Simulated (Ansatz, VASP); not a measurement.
# Hf in VASP and in Ansatz

The input INCAR:

```
PREC = Accurate
ENCUT = 520
EDIFF = 1E-6
ISMEAR = 0
SIGMA = 0.1
LREAL = False
LASPH = True
NELM = 100
ALGO = Fast
ISIF = 2
LWAVE = False
LCHARG = False
GGA = PE
IVDW = 12
NBANDS = 11
```

Contents of KPOINTS:

```
Automatic mesh
0
Gamma
  8 8 8
```

The input POSCAR:

```
Hf
1.0
   -1.8050000000      1.8050000000      1.8050000000
    1.8050000000     -1.8050000000      1.8050000000
    1.8050000000      1.8050000000     -1.8050000000
Hf
1
Direct
    0.0000000000      0.0000000000      0.0000000000
```

Input for Ansatz:

```yaml
crystal:
  lattice:
    - [-1.805, 1.805, 1.805]
    - [1.805, -1.805, 1.805]
    - [1.805, 1.805, -1.805]
  atoms:
    - { symbol: Hf, position: [0.0, 0.0, 0.0] }
basis:
  ecutwfc: 420
kpoints:
  mp_grid: { grid: [8, 8, 8] }
hamiltonian:
  xc: pbe
  dispersion: d3bj
scf:
  occupations: { method: gaussian, width: 0.1 }
output:
  forces: true
  stress: true
  eigenvalues: true
```

This isn't the form of Hf at room conditions, which is hcp.

Alike in both runs: task single point; functional PBE; dispersion D3(BJ); k mesh 8 × 8 × 8; occupations gaussian, width 0.1 eV; no spin polarisation.

```csv
,VASP,Ansatz
version,VASP 6.6.1,Ansatz 0.2.0
potentials or method,"VASP PAW PBE potentials, release 64 (Hf_pv)","scalar-relativistic, plane waves, PAW"
plane-wave cutoff (eV),520,420
valence electrons in the cell,10,26
```

Ansatz gave:

| Property | Result |
| --- | --- |
| gap on the k mesh at the Fermi level (eV) | none |
| pressure (GPa) | -8.4 |

Problem. What did VASP give for the same quantities?

Solution. gap on the k mesh at the Fermi level (eV): none; pressure (GPa): -8.6.

A gap of «none» marks a metal or a gap that the smearing closes. The two sets of potentials don't hold the same shells in valence.

Caveats: pairwise dispersion overbinds metals, which lowers pressure and volume. The runs have no spin-orbit coupling, so splittings on Hf are missing.
